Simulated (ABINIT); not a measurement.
# GaN in ABINIT: the effect of functional

Crystal: GaN.

```
Ga N
1.0
     3.18000    0.00000    0.00000
    -1.59000    2.75396    0.00000
     0.00000    0.00000    5.16600
Ga N
2 2
Direct
  0.66667 0.33333 0.50000
  0.33333 0.66667 0.00000
  0.66667 0.33333 0.87500
  0.33333 0.66667 0.37500
```

Alike in all runs:

```yaml
Program: ABINIT 10.8.3 (patched build)
Task: band structure
Potentials_or_basis: JTH PAW PBE v2.0
Cutoff: 844 eV
k_mesh: 10 × 10 × 5
Occupations: fermi-dirac, width 0.05 eV
Spin: no spin polarisation
```

```tsv
functional	gap on the mesh (eV)	pressure (GPa)
LDA	1.98	-3.8
PBEsol	1.90	1.7
RPBE	2.00	12.2
BLYP	2.08	13.1
AM05	?	?
revPBE	1.98	11.0
PW91	1.96	7.1
WC	1.89	1.7
```

Problem. What does the run with functional AM05 give?

Solution. gap on the mesh 2.00 eV; pressure 1.8 GPa.

Caveats: the PAW data sets were made with another functional, which shifts forces and pressure a little.

Runs at the PBE level aren't shown here.
